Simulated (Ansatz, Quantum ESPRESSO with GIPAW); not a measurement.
**How far relaxation moves the shieldings of HfO2**

Shieldings are sensitive to bond lengths. How much do they change when the atoms of HfO2 are relaxed?

Main program and level: Quantum ESPRESSO with GIPAW 8.0dev (patched build); DFT, PBEsol, plane-wave PAW (pslibrary 1.0.0 recipes), relaxation.

## Step 1: Starting point

Symmetry: Pca2_1, No. 29, orthorhombic system. Conventional cell: a = 5.219 Å, b = 5.005 Å, c = 5.033 Å, α = 90.00°, β = 90.00°, γ = 90.00°. Nearest to Hf lie 7 O at 2.02 to 2.23 Å. Nearest to O lie 3 Hf at 2.02 to 2.13 Å. Nearest to O lie 4 Hf at 2.11 to 2.23 Å. Farther neighbours and most contacts between anions are not listed.

Coordinates:

```cif
data_structure
_symmetry_space_group_name_H-M 'Pca2_1'
_symmetry_Int_Tables_number 29
_cell_length_a 5.2195
_cell_length_b 5.0048
_cell_length_c 5.0327
_cell_angle_alpha 90.000
_cell_angle_beta 90.000
_cell_angle_gamma 90.000
_cell_volume 131.46
loop_
_atom_site_label
_atom_site_type_symbol
_atom_site_symmetry_multiplicity
_atom_site_Wyckoff_symbol
_atom_site_fract_x
_atom_site_fract_y
_atom_site_fract_z
_atom_site_occupancy
Hf1 Hf 4 a 0.96699 0.73252 0.74144 1
O1 O 4 a 0.63213 0.92865 0.87927 1
O2 O 4 a 0.23395 0.53988 0.49229 1
```

## Step 2: Relaxing the atoms

The atoms that the input leaves free are moved downhill until their forces fall under the threshold; the cell stays fixed.

Input file relax.in:

```
&control
  calculation = 'relax'
  prefix = 'x'
  outdir = './tmp/'
  pseudo_dir = './'
  nstep = 50
  forc_conv_thr = 6.0d-04
  etot_conv_thr = 1.0d-05
/
&system
  ibrav = 0
  nat = 12
  ntyp = 2
  ecutwfc = 50
  ecutrho = 330
  nbnd = 48
/
&electrons
  conv_thr = 1.0d-08
  mixing_beta = 0.7
  electron_maxstep = 100
/
&ions
/
ATOMIC_SPECIES
  Hf 178.490 Hf.pbesol-spn-kjpaw_psl.1.0.0-gipaw.UPF
  O 15.999 O.pbesol-n-kjpaw_psl.1.0.0-gipaw.UPF
CELL_PARAMETERS angstrom
  5.21946336 0.00000000 0.00000000
  0.00000000 5.00476369 0.00000000
  0.00000000 0.00000000 5.03268505
ATOMIC_POSITIONS crystal
  Hf 0.96699400 0.73252082 0.74144035
  Hf 0.53300600 0.73252082 0.24144035
  Hf 0.46699400 0.26747918 0.74144035
  Hf 0.03300600 0.26747918 0.24144035
  O 0.63212745 0.92864540 0.87926726
  O 0.86787255 0.92864540 0.37926726
  O 0.23394852 0.53988305 0.49229239
  O 0.26605148 0.53988305 0.99229239
  O 0.76605148 0.46011695 0.99229239
  O 0.73394852 0.46011695 0.49229239
  O 0.13212745 0.07135460 0.87926726
  O 0.36787255 0.07135460 0.37926726
K_POINTS automatic
  3 3 3 1 1 1
```

Launch:

```bash
mpirun -np 4 pw.x -nk 4 -in relax.in > relax.out
```

Output:

```text
using ibrav=0 with symmetry is DISCOURAGED, use correct ibrav instead

     bravais-lattice index     =            0
     lattice parameter (alat)  =       9.8634  a.u.
     unit-cell volume          =     887.1678 (a.u.)^3
     number of atoms/cell      =           12
     number of atomic types    =            2
     number of electrons       =        96.00
     number of Kohn-Sham states=           48
     kinetic-energy cutoff     =      50.0000  Ry
     charge density cutoff     =     330.0000  Ry
     scf convergence threshold =      1.0E-08
     mixing beta               =       0.7000
     number of iterations used =            8  plain     mixing
     energy convergence thresh.=      1.0E-05
     force convergence thresh. =      6.0E-04
     Exchange-correlation= SLA-PW-PSX-PSC
                           (   1   4  10   8   0   0   0)
     nstep                     =           50

     celldm(1)=   9.863356  celldm(2)=   0.000000  celldm(3)=   0.000000
     celldm(4)=   0.000000  celldm(5)=   0.000000  celldm(6)=   0.000000

     crystal axes: (cart. coord. in units of alat)
               a(1) = (   1.000000   0.000000   0.000000 )
               a(2) = (   0.000000   0.958866   0.000000 )
               a(3) = (   0.000000   0.000000   0.964215 )

     reciprocal axes: (cart. coord. in units 2 pi/alat)
               b(1) = (  1.000000  0.000000  0.000000 )
               b(2) = (  0.000000  1.042899  0.000000 )
               b(3) = (  0.000000  0.000000  1.037113 )

     PseudoPot. # 1 for Hf read from file:
     ./Hf.pbesol-spn-kjpaw_psl.1.0.0-gipaw.UPF

     PseudoPot. # 2 for O  read from file:
     ./O.pbesol-n-kjpaw_psl.1.0.0-gipaw.UPF

     atomic species   valence    mass     pseudopotential
     Hf               12.00   178.49000     Hf( 1.00)
     O                 6.00    15.99900     O ( 1.00)

      4 Sym. Ops. (no inversion) found ( 3 have fractional translation)

   Cartesian axes

     site n.     atom                  positions (alat units)
         1        Hf     tau(   1) = (   0.9669940   0.7023890   0.7149079  )
         2        Hf     tau(   2) = (   0.5330060   0.7023890   0.2328004  )
         3        Hf     tau(   3) = (   0.4669940   0.2564766   0.7149079  )
         4        Hf     tau(   4) = (   0.0330060   0.2564766   0.2328004  )
         5        O      tau(   5) = (   0.6321275   0.8904461   0.8478027  )
         6        O      tau(   6) = (   0.8678725   0.8904461   0.3656952  )
         7        O      tau(   7) = (   0.2339485   0.5176753   0.4746757  )
         8        O      tau(   8) = (   0.2660515   0.5176753   0.9567832  )
         9        O      tau(   9) = (   0.7660515   0.4411903   0.9567832  )
        10        O      tau(  10) = (   0.7339485   0.4411903   0.4746757  )
        11        O      tau(  11) = (   0.1321275   0.0684195   0.8478027  )
        12        O      tau(  12) = (   0.3678726   0.0684195   0.3656952  )

     number of k points=     8
                       cart. coord. in units 2pi/alat
        k(    1) = (   0.1666667   0.1738165   0.1728522), wk =   0.5925926
        k(    2) = (   0.1666667   0.1738165  -0.5185565), wk =   0.2962963
        k(    3) = (   0.1666667  -0.5214495   0.1728522), wk =   0.2962963
        k(    4) = (   0.1666667  -0.5214495  -0.5185565), wk =   0.1481481
        k(    5) = (  -0.5000000   0.1738165   0.1728522), wk =   0.2962963
        k(    6) = (  -0.5000000   0.1738165  -0.5185565), wk =   0.1481481
        k(    7) = (  -0.5000000  -0.5214495   0.1728522), wk =   0.1481481
        k(    8) = (  -0.5000000  -0.5214495  -0.5185565), wk =   0.0740741

     Dense  grid:    89905 G-vectors     FFT dimensions: (  60,  60,  60)

     Smooth grid:    42369 G-vectors     FFT dimensions: (  48,  45,  48)

     Initial potential from superposition of free atoms

     starting charge      95.9929, renormalised to      96.0000
     Starting wfcs are   72 randomized atomic wfcs

     Self-consistent Calculation

     iteration #  1     ecut=    50.00 Ry     beta= 0.70
     Davidson diagonalization with overlap
     ethr =  1.00E-02,  avg # of iterations =  1.0

     total energy              =   -3077.45307170 Ry
     estimated scf accuracy    <       4.24275358 Ry

     iteration #  2     ecut=    50.00 Ry     beta= 0.70
     Davidson diagonalization with overlap
     ethr =  4.42E-03,  avg # of iterations =  6.9

     total energy              =   -3079.25016225 Ry
     estimated scf accuracy    <       4.92901477 Ry

     iteration #  3     ecut=    50.00 Ry     beta= 0.70
     Davidson diagonalization with overlap
     ethr =  4.42E-03,  avg # of iterations =  2.0

     total energy              =   -3079.00170654 Ry
     estimated scf accuracy    <       0.98336649 Ry

     iteration #  4     ecut=    50.00 Ry     beta= 0.70
     Davidson diagonalization with overlap
     ethr =  1.02E-03,  avg # of iterations =  6.0

     total energy              =   -3079.95777691 Ry
     estimated scf accuracy    <       1.17858873 Ry

     iteration #  5     ecut=    50.00 Ry     beta= 0.70
     Davidson diagonalization with overlap
     ethr =  1.02E-03,  avg # of iterations =  1.0

     total energy              =   -3079.84430025 Ry
     estimated scf accuracy    <       0.48957319 Ry

[...]
total energy              =   -3080.01007066 Ry
     estimated scf accuracy    <       0.25695899 Ry

     [... 114 further iterations ...]
[...]
End of self-consistent calculation
     [one-electron energies left out]

!    total energy              =   -3079.93251943 Ry
     total all-electron energy =   -121793.929631 Ry
[...]
The total energy is the sum of the following terms:
     one-electron contribution =     -97.06732202 Ry
     hartree contribution      =     113.92024463 Ry
     xc contribution           =    -224.56419315 Ry
     ewald contribution        =    -537.29904783 Ry
     one-center paw contrib.   =   -2334.92220106 Ry

     convergence has been achieved in   6 iterations

     Forces acting on atoms (cartesian axes, Ry/au):

     atom    1 type  1   force =    -0.00072120    0.00002109    0.00028224
     atom    2 type  1   force =     0.00072120    0.00002109    0.00028224
     atom    3 type  1   force =    -0.00072120   -0.00002109    0.00028224
     atom    4 type  1   force =     0.00072120   -0.00002109    0.00028224
     atom    5 type  2   force =     0.00029588    0.00025259    0.00025788
     atom    6 type  2   force =    -0.00029588    0.00025259    0.00025788
     atom    7 type  2   force =     0.00041485    0.00006410   -0.00054012
     atom    8 type  2   force =    -0.00041485    0.00006410   -0.00054012
     atom    9 type  2   force =    -0.00041485   -0.00006410   -0.00054012
     atom   10 type  2   force =     0.00041485   -0.00006410   -0.00054012
[...]
Total force =     0.002268     Total SCF correction =     0.000034
     Energy error            =      1.5E-05 Ry
     Gradient error          =      7.2E-04 Ry/Bohr

     number of scf cycles    =  12
     number of bfgs steps    =  11

     energy             old  =   -3079.9325043834 Ry
     energy             new  =   -3079.9325194304 Ry

     CASE: energy            _new < energy            _old

     new trust radius        =       0.0026006628 bohr
     new conv_thr            =       0.0000000001 Ry

ATOMIC_POSITIONS (crystal)
Hf               0.9667928011        0.7338859810        0.7386629620
Hf               0.5332071989        0.7338859810        0.2386629620
Hf               0.4667928011        0.2661140190        0.7386629620
Hf               0.0332071989        0.2661140190        0.2386629620
O                0.6357762863        0.9342204361        0.8844415378
O                0.8642237137        0.9342204361        0.3844415378
O                0.2273996803        0.5351970780        0.4898955003
O                0.2726003197        0.5351970780        0.9898955003
O                0.7726003197        0.4648029220        0.9898955003
O                0.7273996803        0.4648029220        0.4898955003
[...]
XML data file
     NEW-OLD atomic charge density approx. for the potential

     Self-consistent Calculation

[...]
Threshold (ethr) on eigenvalues was too large:
     Diagonalizing with lowered threshold

[...]
total energy              =   -3079.93252633 Ry
[...]
iteration #  2     ecut=    50.00 Ry     beta= 0.70
     Davidson diagonalization with overlap
     ethr =  4.21E-09,  avg # of iterations =  2.0

     total energy              =   -3079.93252694 Ry
     estimated scf accuracy    <       0.00000007 Ry

     iteration #  3     ecut=    50.00 Ry     beta= 0.70
     Davidson diagonalization with overlap
     ethr =  6.87E-11,  avg # of iterations =  9.0

     total energy              =   -3079.93252707 Ry
     estimated scf accuracy    <       0.00000002 Ry

     iteration #  4     ecut=    50.00 Ry     beta= 0.70
     Davidson diagonalization with overlap
     ethr =  2.06E-11,  avg # of iterations =  3.9

     total energy              =   -3079.93252708 Ry
     estimated scf accuracy    <          2.7E-09 Ry

     iteration #  5     ecut=    50.00 Ry     beta= 0.70
     Davidson diagonalization with overlap
     ethr =  2.85E-12,  avg # of iterations =  6.4

     total energy              =   -3079.93252708 Ry
     estimated scf accuracy    <          7.4E-10 Ry

     iteration #  6     ecut=    50.00 Ry     beta= 0.70
     Davidson diagonalization with overlap
     ethr =  7.73E-13,  avg # of iterations =  4.9

     End of self-consistent calculation
     [one-electron energies left out]

!    total energy              =   -3079.93252708 Ry
     total all-electron energy =   -121793.929638 Ry
     estimated scf accuracy    <          4.2E-11 Ry

     The total energy is the sum of the following terms:
     one-electron contribution =     -97.05501882 Ry
     hartree contribution      =     113.91437222 Ry
     xc contribution           =    -224.56349512 Ry
     ewald contribution        =    -537.30626044 Ry
     one-center paw contrib.   =   -2334.92212493 Ry

     convergence has been achieved in   6 iterations

     Forces acting on atoms (cartesian axes, Ry/au):

[...]
atom    8 type  2   force =    -0.00028348    0.00015223   -0.00013946
     atom    9 type  2   force =    -0.00028348   -0.00015223   -0.00013946
     atom   10 type  2   force =     0.00028348   -0.00015223   -0.00013946
     atom   11 type  2   force =     0.00018284   -0.00035795    0.00020084
     atom   12 type  2   force =    -0.00018284   -0.00035795    0.00020084

     Total force =     0.001603     Total SCF correction =     0.000027
     Energy error            =      7.6E-06 Ry
     Gradient error          =      5.6E-04 Ry/Bohr

     bfgs converged in  13 scf cycles and  12 bfgs steps
     (criteria: energy <  1.0E-05 Ry, force <  6.0E-04 Ry/Bohr)

     End of BFGS Geometry Optimization

     Final energy             =   -3079.9325270784 Ry

     File ./tmp/x.bfgs deleted, as requested
Begin final coordinates

ATOMIC_POSITIONS (crystal)
[...]
O                0.2726003197        0.5351970780        0.9898955003
O                0.7726003197        0.4648029220        0.9898955003
O                0.7273996803        0.4648029220        0.4898955003
O                0.1357762863        0.0657795639        0.8844415378
O                0.3642237137        0.0657795639        0.3844415378
End final coordinates

     XML data file, charge density, pseudopotentials, collected wavefunctions

   JOB DONE.
```

Elapsed: 5.1 min, on 4 MPI ranks of Arm Neoverse V2, shared host; peak memory 0.77 GiB.

Relaxation path:

```csv
step,energy less that of the first step (eV),largest force (eV/Å)
1,0.0000,0.1025
2,-0.0018,0.0889
3,-0.0034,0.0796
4,-0.0053,0.0669
5,-0.0075,0.0516
6,-0.0096,0.0656
7,-0.0109,0.0826
8,-0.0119,0.0772
9,-0.0132,0.0517
10,-0.0141,0.0356
11,-0.0144,0.0299
12,-0.0147,0.0199
13,-0.0148,0.0145
```

The atoms that moved most (Å):

```csv
atom,dx,dy,dz,length
O8,0.034,-0.023,-0.012,0.043
O7,-0.034,-0.023,-0.012,0.043
O9,0.034,0.023,-0.012,0.043
O10,-0.034,0.023,-0.012,0.043
O5,0.019,0.028,0.026,0.043
O6,-0.019,0.028,0.026,0.043
O12,-0.019,-0.028,0.026,0.043
O11,0.019,-0.028,0.026,0.043
```

Final coordinates:

```cif
data_structure
_symmetry_space_group_name_H-M 'P 1'
_symmetry_Int_Tables_number 1
_cell_length_a 5.2195
_cell_length_b 5.0048
_cell_length_c 5.0327
_cell_angle_alpha 90.000
_cell_angle_beta 90.000
_cell_angle_gamma 90.000
_cell_volume 131.46
loop_
_atom_site_label
_atom_site_type_symbol
_atom_site_fract_x
_atom_site_fract_y
_atom_site_fract_z
_atom_site_occupancy
Hf1 Hf 0.96679 0.73389 0.73866 1
Hf2 Hf 0.53321 0.73389 0.23866 1
Hf3 Hf 0.46679 0.26611 0.73866 1
Hf4 Hf 0.03321 0.26611 0.23866 1
O5 O 0.63578 0.93422 0.88444 1
O6 O 0.86422 0.93422 0.38444 1
O7 O 0.22740 0.53520 0.48990 1
O8 O 0.27260 0.53520 0.98990 1
O9 O 0.77260 0.46480 0.98990 1
O10 O 0.72740 0.46480 0.48990 1
O11 O 0.13578 0.06578 0.88444 1
O12 O 0.36422 0.06578 0.38444 1
```

The relaxation ends 1.2 meV an atom lower, with a largest force of 0.014 eV/Å.

## Step 3: Shieldings on the relaxed structure

The current that a uniform magnetic field induces gives the shielding at each nucleus.

pw.x and gipaw.x (a patched development version of Quantum ESPRESSO), PBEsol, 55 Ry, mesh 4×4×4.

Input file nmr.in:

```
&inputgipaw
  job = 'nmr'
  prefix = 'x'
  tmp_dir = './tmp/'
  restart_mode = 'from_scratch'
  verbosity = 'low'
  q_gipaw = 0.01
  spline_ps = .true.
  conv_threshold = 1.0d-11
  use_nmr_macroscopic_shape = .false.
  pawproj(1) = .true.
  pawproj(2) = .true.
/
```

Launch:

```bash
mpirun -np 4 gipaw.x -in nmr.in > nmr.out
```

Output:

```text
[banner, memory and clock lines left out]
[a note of our patched build left out]

     Parallelizing q-star over 1 images

     IMPORTANT: XC functional enforced from input :
     Exchange-correlation= PBESOL
                           (   1   4  10   8   0   0   0)
     Any further DFT definition will be discarded
     Please, verify this is what you really want

[...]
projs nearly linearly dependent: l=0  n1,n2= 1, 2  s=  0.99147125
[...]
alpha_pv=    120.3099 eV

     spline_ps is .false., expect some extrapolation errors

     q-space interpolation up to    66.00 Rydberg

     GIPAW job: nmr
     NMR macroscopic correction: no
[...]
Computing the magnetic susceptibility     isolve=0    ethr=  0.1000E-10
     Starting from scratch
     k-point #    1 of     8      pool #  1    cpu time:       1.0
[...]
End of magnetic susceptibility calculation

     f-sum rule (1st term):
          -100.3369          0.0000          0.0000
             0.0000       -100.3384          0.0000
[...]
Atom  3  Hf  pos: (  0.466793  0.255168  0.712230)  Total sigma:        4925.94
[...]
Atom  4  Hf  pos: (  0.033207  0.255168  0.230122)  Total sigma:        4925.94
[...]
Atom  5  O   pos: (  0.635776  0.895792  0.852792)  Total sigma:        -118.33
[...]
O       5    anisotropy:    144.28    eta:    0.4510
[...]
Atom  6  O   pos: (  0.864224  0.895792  0.370684)  Total sigma:        -118.33
[...]
Atom  7  O   pos: (  0.227400  0.513182  0.472365)  Total sigma:         -71.20
[...]
O       7    anisotropy:    -84.72    eta:    0.3532
[...]
Atom  8  O   pos: (  0.272600  0.513182  0.954472)  Total sigma:         -71.20
[...]
Atom  9  O   pos: (  0.772600  0.445684  0.954472)  Total sigma:         -71.20
[...]
Atom 10  O   pos: (  0.727400  0.445684  0.472365)  Total sigma:         -71.20
[...]
Atom 11  O   pos: (  0.135776  0.063074  0.852792)  Total sigma:        -118.33
[...]
Atom 12  O   pos: (  0.364224  0.063074  0.370684)  Total sigma:        -118.33
[...]
```

Elapsed: 8.6 min, on 4 MPI ranks; peak memory 0.46 GiB; 35 min of CPU time.

Before and after:

```csv
site,atom no.,mean bond before (Å),after (Å),σ_iso before (ppm),after (ppm)
Hf,1,2.138,2.137,4928.1,4925.9
O(1),5,2.093,2.087,-118.8,-118.3
O(2),7,2.171,2.174,-68.9,-71.2
```

## Step 4: Results

| Property | Result |
| --- | --- |
| σ_iso of Hf | 4926 ppm |
| σ_iso of O(1) | -118.3 ppm |
| σ_iso of O(2) | -71.2 ppm |

**Reading.** The largest change of shielding is -2.3 ppm, on O(2). The largest move of an atom is 0.043 Å in the cell's frame. Spin-orbit coupling is missing, which matters for Hf and for the light atoms bound to such centres; it can also move field gradients at such atoms, by some per cent and up to a factor of two. The scalar-relativistic files are used with non-relativistic response operators, which weighs most on the heavy atoms' own shieldings. In PBE checks against another PAW code, field gradients made this way came out (cores as stored) 4 to 9 % larger on O (three silicas and corundum) and 6 % smaller on Al (corundum alone). This build of gipaw.x prints that it is not audited and that its numbers are no references by themselves. The session's other runs are not shown; 1 of its 10 runs failed.

[Banner, clock, file and message-heading lines were taken out of the pw.x and gipaw.x logs.]

[Logs are printed without paths, hosts, clocks, repeated set-up lines and the standing remarks that a program may print on its own settings, such as how far it seeks lower states.]

[Hosts, paths, dates, database ids (printed as entryN), source tags and the programs' standing remarks are cut or masked in the printed files.]
